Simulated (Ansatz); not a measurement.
`CC(C)[O][GeH2][F]` → `[F][GeH3]` + `CC(C)=O`  (β-hydride elimination)

Gas-phase electronic energies from Ansatz, PBE0-D4/def2-TZVP geometries. CCSD(T)/CBS adds triple-zeta CCSD(T) − MP2 to the extrapolated MP2 energy (def2 sets, frozen cores). DFT in def2-TZVPP. B3LYP here is the variant with VWN-RPA as its local correlation; programs differ in this. For Ge outer-core shells are correlated without core-valence functions, which leaves a few kJ/mol of doubt a bond. Scalar relativity is left out up to krypton. One conformer a species, not always the lowest.

`CC(C)[O][GeH2][F]`:

```xyz
15

C     1.331   -0.305    0.731
C     0.328   -0.067   -0.380
C     0.506   -1.026   -1.536
O    -1.001   -0.237    0.114
Ge   -1.874    1.109    0.823
F    -1.155    1.484    2.365
H     2.351   -0.182    0.359
H     1.223   -1.320    1.119
H     1.177    0.394    1.555
H     0.449    0.962   -0.755
H     0.369   -2.054   -1.191
H     1.507   -0.934   -1.962
H    -0.226   -0.827   -2.320
H    -3.295    0.623    1.096
H    -1.690    2.380   -0.019
```

`[F][GeH3]`:

Z-matrix (Å, degrees):
```
Ge
F 1 1.742
H 1 1.533 2 106.2
H 1 1.533 2 106.3 3 120.0
H 1 1.533 2 106.2 3 -120.0
```

`CC(C)=O`:

```xyz
10

C    -0.512    1.106    0.418
C    -0.499   -0.375    0.146
C     0.751   -0.927   -0.488
O    -1.437   -1.080    0.420
H     0.367    1.399    0.999
H    -0.464    1.655   -0.527
H    -1.421    1.381    0.951
H     1.597   -0.802    0.195
H     0.621   -1.983   -0.716
H     0.997   -0.374   -1.399
```

CCSD(T)/CBS gives +119.5 kJ/mol.

**Question.** Another level gave +108.2 kJ/mol. Which?
A. r2SCAN/def2-TZVPP
B. SCS-MP2/def2-TZVPP
C. B3LYP/def2-TZVPP
D. CAM-B3LYP/def2-TZVPP

**Answer.** A. r2SCAN 108.2, SCS-MP2/def2-TZVPP 115.0, CAM-B3LYP 101.5, B3LYP 84.5 kJ/mol.

Largest T1 diagnostic among the species: 0.013.

The D4 term adds +17.8 kJ/mol with B3LYP and +10.0 kJ/mol with PBE0; it sums over pairs of atoms, weighted by their polarisabilities, and B3LYP, whose exchange is more repulsive, gets the larger term. From PBE to PBE0 (25 % exact exchange), in def2-TZVPP and without D4, ΔE moves by +12.5 kJ/mol.

CCSD(T)/CBS has its own doubt, a few kJ/mol and more with outer-core shells, so smaller differences from it don't rank the levels.
